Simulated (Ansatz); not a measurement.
# Ir (Fm-3m) in Ansatz: notebook, part 2 of 2

Ansatz 0.2.0. Earlier steps stand in the parts before.

**3. Relaxation of cell and atoms, BLYP**

input.yaml

```yaml
crystal:
  lattice:
    - [0.0, 1.9156, 1.9156]
    - [1.9156, 0.0, 1.9156]
    - [1.9156, 1.9156, 0.0]
  atoms:
    - { symbol: Ir, position: [0.0, 0.0, 0.0] }
kpoints:
  mp_grid: { grid: [12, 12, 12] }
scf:
  occupations: { method: fermi_dirac, width: 0.05 }
hamiltonian:
  xc: blyp
  pseudopotentials: { kind: all_electron, lapw: { basis_error: 0.001 } }
output:
  forces: true
  stress: true
relax:
  f_tol: 0.02
  max_steps: 60
  cell: {}
```

Potentials or basis: all-electron LAPW, scalar-relativistic.

The run is started by

```console
$ ansatz run input.yaml --threads 1 --pin off --max-ram 3072MiB --backend cpu --events-out ev --progress --plain --runs-dir out
```

Standard output:

```text
Warning: RAYON_NUM_THREADS=1 ignored (pool sized by the plan → 1); use --threads N
The last accepted step is kept in <dir> (removed where the run ends without a failure and the disk answers)
LAPW: plane waves up to 8.967 Å⁻¹, error target 1.0e-3 eV per atom; small_component_spin mean_spin; Ir in spheres of 1.314 Å, 41 of its electrons in bands, Dirac shells [] (how accurate: hamiltonian.pseudopotentials.lapw.basis_error, Limitations)
Engine: ansatz 0.2.0, aarch64-unknown-linux-gnu
Pseudopotentials: kind: all_electron
Pseudopotential: Ir, LAPW, valence charge 41, lapw/all_electron/scalar/gaussian/Ir, Koelling and Harmon's equation, gaussian nucleus
Functional definition: BLYP
  parameter beta = 0.0042
  parameter a = 0.04918
  parameter b = 0.132
  parameter c = 0.2533
  parameter d = 0.349
  exchange = b88_x(beta = beta)
  correlation = lyp_c(a = a, b = b, c = c, d = d)
Crystal: 1 atoms, lattice volume = 14.059 Å³
Basis set: ecut = 306.3184079278686 eV, 169 PW (Γ), exchange–correlation at level 2
Bands: 25, of which v1, the nominal top of the filled ones, is band 21 counted from 1 (20 counted from 0)
Symmetry: 48 space group operations
Space group: Fm-3m (ITA 225), of the structure as read, at distance tolerance 2.4e-5 Å
k-points: 72 of 1728
Non-local potential: Ir, projectors of the file, none
Initial density: superposition of atomic densities (chi_scale 0.1, normalization cell)
Initial wavefunctions: plane waves of lowest kinetic energy (no species holds an atomic orbital)
Functional: x = b88, c = lyp
iter 1 solved again at ethr=2.28e-5 eV; its pass at ethr=1.00e-1 eV (dr2=9.36e-3 eV) is discarded
SCF iter   1: F=—  HF=-485051.347500 eV  |F-HF|=—  |Δ(HF+E_count)|=         —  Δρ=1.36e-2  dr2=9.48e-3  ethr=2.28e-5  ⟨swp⟩=3.3  Hψ=11854  notcnv=0
preconditioner: auto → none  [metal: Δε(μ)=0.138 eV  Ē_g=14.361 eV  σ=0.050 eV  W_gap=0.45  n_scr=8 (ndim 8)  ℏωp=29.7 eV  f_vac=0.000  D(μ)=0.54/eV (n_scr^D=0)  sad-step TF]
SCF iter   2: F=—  HF=-485051.323907 eV  |F-HF|=—  |Δ(HF+E_count)|=   2.36e-2  Δρ=6.09e-3  dr2=2.46e-3  ethr=2.28e-5  ⟨swp⟩=2.8  Hψ=5511  notcnv=0
[... 47 lines left out ...]
Basis set: ecut = 290.47649036295223 eV, 169 PW (Γ), exchange–correlation at level 2
iter 1 solved again at ethr=6.17e-10 eV; its pass at ethr=1.00e-1 eV (dr2=2.53e-7 eV) is discarded
SCF iter   1: F=—  HF=-485051.422010 eV  |F-HF|=—  |Δ(HF+E_count)|=         —  Δρ=1.27e-5  dr2=2.32e-8  ethr=6.17e-10  ⟨swp⟩=5.5  Hψ=9568  notcnv=0
preconditioner: auto → Kerker (q_TF=auto, 3.218 Å⁻¹)  [metal: Δε(μ)=0.014 eV  Ē_g=13.443 eV  σ=0.050 eV  W_gap=0.07  n_scr=14 (ndim 8)  ℏωp=28.6 eV  f_vac=0.000  D(μ)=0.63/eV (n_scr^D=0)]
SCF iter   2: F=-485051.422009 eV  HF=-485051.422009 eV  |F-HF|=2.39e-9  |Δ(HF+E_count)|=   5.48e-7  Δρ=7.53e-6  dr2=8.86e-9  ethr=5.65e-11  ⟨swp⟩=2.0  Hψ=5210  notcnv=0
SCF 5 converged in 2 iterations: F = -485051.422009 eV  dr2 = 8.86e-9
relax step   5: F+E_penalty+E_count = -485051.42200915 eV  Δ(F+E_penalty+E_count) = -3.214e-5 eV  max|allowed force component| = 0.000e0 eV/Å  Δτ_max = 0.0000 Å  P = -0.010 GPa  Ω = 15.224 Å³  (2 SCF iters, accepted)
iter 1 solved again at ethr=2.67e-11 eV; its pass at ethr=1.00e-1 eV (dr2=1.10e-8 eV) is discarded
SCF iter   1: F=—  HF=-485051.422010 eV  |F-HF|=—  |Δ(HF+E_count)|=         —  Δρ=7.48e-6  dr2=8.48e-9  ethr=2.67e-11  ⟨swp⟩=7.2  Hψ=11478  notcnv=0  reapply=3
SCF iter   2: F=-485051.422010 eV  HF=-485051.422010 eV  |F-HF|=5.82e-11  |Δ(HF+E_count)|=   5.33e-7  Δρ=5.96e-6  dr2=5.51e-9  ethr=2.07e-11  ⟨swp⟩=2.0  Hψ=5212  notcnv=0
SCF 6 converged in 2 iterations: F = -485051.422010 eV  dr2 = 5.51e-9
relax step   6: F+E_penalty+E_count = -485051.42200966 eV  Δ(F+E_penalty+E_count) = -5.035e-7 eV  max|allowed force component| = 0.000e0 eV/Å  Δτ_max = 0.0000 Å  P = -0.010 GPa  Ω = 15.224 Å³  stress off target by 9.73e-3 GPa  SCF on the basis re-selected at this cell (its energy is not comparable with the rows above)  (2 SCF iters)
basis re-selected at this cell: Δ(F+E_penalty+E_count) = -5.035e-7 eV, ΔP = +0.000 GPa vs the last step (what re-selecting the basis moved, after the strain that the cell walked since its last selection, with what the two solves' SCF thresholds leave and, on support functions, any second-order correction that the steps lacked; it is no measure of the basis error at this ecutwfc). This SCF's stress stands 9.73e-3 GPa from its target on what of the cell is left free (relax.cell.stress_tol is 5.00e-2 GPa) and its largest allowed force component is 0.00e0 eV/Å (relax.f_tol is 2.00e-2 eV/Å): within both
SCF converged after 2 iterations
Free energy (F): -485051.422010 eV
Harris-Foulkes:  -485051.422010 eV  (|F-HF|=5.82e-11)
Internal energy: -485051.416528 eV  (E = F + TS)
E sigma→0 (E₀):  -485051.419269 eV
Entropy (-TS):   -0.005481 eV (-5.481 meV/atom)
Fermi energy:    29.767249 eV
--- Per-component energies (eV) ---
  E_band       = -2942.225530
  E_kinetic    = 548877.371272
  E_xc         = -9500.377569
  E_electrostatic = -1024428.410231  (all electrons and nuclei)
  E_smearing   = -0.005481  (= −TS)
  E_closure    = 0.000000  (closes the sum)
  E_atoms      = -485043.657301  (free atoms, spherical and without spin; not in F)
  Σ components = -485051.422010   (vs F -485051.422010, Δ=0.00e0)
  Basis errors (estimates in eV, not in F): energy 2.2e-4 per atom: plane waves 1.9e-4 (1.0e-4 summed), levels above the bands 1.4e-100, relativity 3.7e-7, radial functions 3.7e-5, core shells 4.8e-7; eigenvalues (radial functions only) 1.6e-6; not estimated: angular momenta, meshes, grids; target (lapw.basis_error) 1.0e-3; muffin-tin radii Ir 1.349 Å
--- Forces (eV/Å), atoms counted from 1 ---
  atom   1  Ir     0.00000000     0.00000000     0.00000000
  max |Σ_I F_I| component: 8.22e-32 eV/Å
--- Stress (GPa, compression-positive) ---
       -0.009725      -0.000000      -0.000000
       -0.000000      -0.009725      -0.000000
       -0.000000      -0.000000      -0.009725
  P = ⅓ Tr σ = -0.0097 GPa (-0.097 kbar)
--- Relaxed structure (5 steps of the walk, 5 accepted, 1 SCFs on fresh bases) ---
  F+E_penalty+E_count = -485051.42200966 eV   max|allowed force component| = 0.000e0 eV/Å   (the final SCF, on the basis selected at the relaxed cell)
  cell:  # Å, volume = 15.2243 Å³
    - [-6.827002372199949e-34, 1.9671427750227821, 1.9671427750227821]
    - [1.9671427750227821, 1.3693812338406907e-34, 1.9671427750227821]
    - [1.9671427750227821, 1.9671427750227821, -2.145629316977127e-34]
  atoms:
    - { symbol: Ir, position: [0.0, 0.0, 0.0] }
```

It took 29 s on 1 thread of Arm Neoverse V2, shared host; peak memory 0.3 GiB.

Results:

| Property | Result |
| --- | --- |
| Free energy | -485051.4220 eV |
| Relaxed volume | 15.22 Å³/atom |
| Relaxed cell | a = 2.782 Å, b = 2.782 Å, c = 2.782 Å, α = 60.00°, β = 60.00°, γ = 60.00° |
| Space group after relaxing (to 0.05 Å) | Fm-3m (No. 225) |
| Energy gained by relaxing | 96.3 meV/atom |
| Ionic steps | 6 |
| Pressure after relaxing | 0.0 GPa |

The path:
```
step  energy change (eV)  largest force (eV/Å)  volume (Å³)
   1              0.0000                0.0000        14.06
   2             -0.0443                0.0000        16.22
   3             -0.0949                0.0000        15.38
   4             -0.0963                0.0000        15.20
   5             -0.0963                0.0000        15.22
   6             -0.0963                0.0000        15.22
```

Final structure:
```
Ir
1.0
     0.00000    1.96714    1.96714
     1.96714    0.00000    1.96714
     1.96714    1.96714    0.00000
Ir
1
Direct
  0.00000 0.00000 0.00000
```

Spin-orbit coupling is left out, which matters for the levels of Ir. Zero-point motion and thermal expansion aren't in these numbers.

**4. Single point, PBEsol (strain_z_fixed_volume = 0)**

Edit input.yaml of step 3 so:

```diff
@@ -12,3 +12,3 @@
 hamiltonian:
-  xc: blyp
+  xc: pbesol
   pseudopotentials: { kind: all_electron, lapw: { basis_error: 0.001 } }
@@ -17,5 +17,2 @@
   stress: true
-relax:
-  f_tol: 0.02
-  max_steps: 60
-  cell: {}
+  eigenvalues: true
```

Potentials or basis: all-electron LAPW, scalar-relativistic.

The run is started by

```console
$ ansatz run input.yaml --threads 1 --pin off --max-ram 3072MiB --backend cpu --events-out ev --progress --plain --runs-dir out
```

Standard output:

```text
Warning: RAYON_NUM_THREADS=1 ignored (pool sized by the plan → 1); use --threads N
LAPW: plane waves up to 8.638 Å⁻¹, error target 1.0e-3 eV per atom; small_component_spin mean_spin; Ir in spheres of 1.355 Å, 41 of its electrons in bands, Dirac shells [] (how accurate: hamiltonian.pseudopotentials.lapw.basis_error, Limitations)
[... 3 set-up lines as earlier in the session ...]
Functional definition: PBEsol
  exchange = pbesol_x
  correlation = pbesol_c
Crystal: 1 atoms, lattice volume = 14.059 Å³
[... 38 lines left out ...]
--- Forces (eV/Å), atoms counted from 1 ---
  atom   1  Ir     0.00000000    -0.00000000     0.00000000
  max |Σ_I F_I| component: 9.86e-32 eV/Å
--- Stress (GPa, compression-positive) ---
       -0.724078       0.000000      -0.000000
        0.000000      -0.724078      -0.000000
       -0.000000      -0.000000      -0.724078
  P = ⅓ Tr σ = -0.7241 GPa (-7.241 kbar)
--- Band table (eV; the first three rows and the last of 72) ---
  k-point 0: bands = ["-253.3027", "-253.3027", "-253.3027", "-253.2632", "-253.2632", "-60.8556", "-25.2069", "-25.1670", "-25.1670", "-25.1670", "-25.1527", "-25.1527", "-25.1527", "-17.2933", "-17.2933", "-17.2933", "20.8298", "28.1318", "28.1318", "28.1318", "30.8713", "30.8713", "45.6201", "51.1550", "51.1550"]
  k-point 1: bands = ["-253.3027", "-253.3027", "-253.3027", "-253.2632", "-253.2632", "-60.8511", "-25.2065", "-25.1676", "-25.1676", "-25.1670", "-25.1527", "-25.1524", "-25.1524", "-17.3497", "-17.3010", "-17.3010", "21.1400", "27.9684", "28.2626", "28.2626", "30.7875", "30.7875", "46.1543", "49.8722", "51.6752"]
  k-point 2: bands = ["-253.3027", "-253.3027", "-253.3027", "-253.2632", "-253.2632", "-60.8387", "-25.2055", "-25.1694", "-25.1694", "-25.1669", "-25.1529", "-25.1516", "-25.1516", "-17.5021", "-17.3220", "-17.3220", "21.9894", "27.6401", "28.5289", "28.5289", "30.7051", "30.7051", "47.2613", "47.9241", "53.1431"]
  k-point 71: bands = ["-253.3027", "-253.3027", "-253.3027", "-253.2632", "-253.2632", "-60.7651", "-25.1993", "-25.1759", "-25.1759", "-25.1737", "-25.1493", "-25.1493", "-25.1489", "-17.8283", "-17.8283", "-17.6015", "25.7216", "27.1266", "27.1266", "30.2310", "33.5868", "40.2301", "41.1109", "41.1109", "45.4125"]
```

Wall time 8.4 s (1 thread of Arm Neoverse V1, shared host); peak memory 0.27 GiB.

Results:

```
Free energy            : -484889.7475 eV
Pressure               : -0.7 GPa
Band gap on the k mesh : none (metal or under the smearing width)
```

The run has no spin-orbit coupling, so splittings on Ir are missing.

**5. Relaxation of cell and atoms, PBEsol**

Edit input.yaml of step 4 so:

```diff
@@ -17,2 +17,5 @@
   stress: true
-  eigenvalues: true
+relax:
+  f_tol: 0.02
+  max_steps: 60
+  cell: {}
```

The run is started by

```console
$ ansatz run input.yaml --threads 1 --pin off --max-ram 3072MiB --backend cpu --events-out ev --progress --plain --runs-dir out
```

It took 18 s on 1 thread of Arm Neoverse V1, shared host; peak memory 0.28 GiB.

It converged, with:

```yaml
Free_energy: -484889.7475 eV
Relaxed_volume: 14.03 Å³/atom
Relaxed_cell: a = 2.707 Å, b = 2.707 Å, c = 2.707 Å, α = 60.00°, β = 60.00°, γ = 60.00°
Space_group_after_relaxing_to_0.05_Å: Fm-3m (No. 225)
Energy_gained_by_relaxing: 0.1 meV/atom
Ionic_steps: 3
Pressure_after_relaxing: 0.0 GPa
```

Final structure:
```yaml
crystal:
  lattice:
    - [0.00000, 1.91441, 1.91441]
    - [1.91441, 0.00000, 1.91441]
    - [1.91441, 1.91441, 0.00000]
  atoms:
    - { symbol: Ir, position: [0.00000, 0.00000, 0.00000] }
```

**6. Relaxation of cell and atoms, PBEsol, target pressure 5 GPa, at which the enthalpy is minimised**

Edit input.yaml of step 5 so:

```diff
@@ -20,2 +20,2 @@
   max_steps: 60
-  cell: {}
+  cell: { p_target: 5 }
```

Potentials or basis: all-electron LAPW, scalar-relativistic.

The run is started by

```console
$ ansatz run input.yaml --threads 1 --pin off --max-ram 3072MiB --backend cpu --events-out ev --progress --plain --runs-dir out
```

Run time: 24 s. Hardware: 1 thread of Arm Neoverse V1, shared host; peak memory 0.27 GiB.

The run converged. Its results:

```yaml
Free_energy: -484889.7448 eV
Relaxed_volume: 13.86 Å³/atom
Relaxed_cell: a = 2.696 Å, b = 2.696 Å, c = 2.696 Å, α = 60.00°, β = 60.00°, γ = 60.00°
Space_group_after_relaxing_to_0.05_Å: Fm-3m (No. 225)
Energy_change_on_relaxing_the_enthalpy_is_what_falls: +2.6 meV/atom
Ionic_steps: 4
Pressure_after_relaxing: 5.0 GPa
```

The path:
| step | energy change (eV) | largest force (eV/Å) | volume (Å³) |
| --- | --- | --- | --- |
| 1 | 0.0000 | 0.0000 | 14.06 |
| 2 | 0.0023 | 0.0000 | 13.87 |
| 3 | 0.0026 | 0.0000 | 13.86 |
| 4 | 0.0026 | 0.0000 | 13.86 |

Final structure:
```yaml
crystal:
  lattice:
    - [0.00000, 1.90643, 1.90643]
    - [1.90643, 0.00000, 1.90643]
    - [1.90643, 1.90643, 0.00000]
  atoms:
    - { symbol: Ir, position: [0.00000, 0.00000, 0.00000] }
```

Spin-orbit coupling is left out, which matters for the levels of Ir.

**7. Overview**

```tsv
task	level	cell	cutoff (eV)	pressure (GPa)	relaxed volume (Å³/atom)
relaxation of cell and atoms	BLYP+D4	relaxed	-	0.0	14.39
relaxation of cell and atoms	BLYP	relaxed	-	0.0	15.22
single point	PBEsol	strain_z_fixed_volume = 0	284	-0.7	-
relaxation of cell and atoms	PBEsol	relaxed	-	0.0	14.03
relaxation of cell and atoms	PBEsol	relaxed to 5 GPa	-	5.0	-
```

Alike in all rows: potentials or basis all-electron LAPW, scalar-relativistic; no spin polarisation; k mesh 12 × 12 × 12; smearing fermi-dirac 0.05 eV; basis error allowed 0.001 eV/atom.

Compare energies only between runs with the same functional and basis.
